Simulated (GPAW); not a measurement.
## GaAs: energy against volume and a worked fit

It takes space group F-43m (No. 216, cubic). Conventional cell: a = 5.654 Å, b = 5.654 Å, c = 5.654 Å, α = 90.00°, β = 90.00°, γ = 90.00°. As (site symmetry -43m) is surrounded by 4 Ga at 2.45 Å. Ga (site symmetry -43m) is surrounded by 4 As at 2.45 Å.

The cell was scaled at fixed shape and fractions and run with GPAW, PAW data sets generated for this functional, cutoff 600 eV; PBEint, k mesh 8 × 8 × 8 on the cell of 2 atoms, fermi-dirac occupations of 0.05 eV, no spin polarisation, no spin-orbit coupling. Energies are those that the program minimises, any entropy of the smearing included.

| V (Å³/atom) | energy over the lowest row (meV/atom) |
| --- | --- |
| 21.2342 | 45.87 |
| 21.6860 | 26.68 |
| 22.1378 | 13.05 |
| 22.5896 | 4.40 |
| 23.0414 | ? |
| 23.4932 | 0.00 |
| 23.9450 | 3.33 |

Task: Fit the third-order Birch-Murnaghan form, give V0, B0 and B′, and predict the energy left open.

Result: With y = (V0/V)^(2/3), E = E0 + (9 V0 B0/16) [(y - 1)³ B′ + (y - 1)² (6 - 4y)]. Least squares through the rows shown give V0 = 23.2914 Å³/atom, E0 = -0.37 meV, B0 = 68.28 GPa (1 eV/Å³ = 160.218 GPa) and B′ = 4.76, with a largest miss of 0.01 meV. At V = 23.0414 the form with these constants gives 0.21 meV; the run gave 0.21 meV an atom. Measured volume: 22.58 Å³/atom at 298 K (a printed reference work), so the fit lies +3.2 % from it. The runs are for a static lattice.
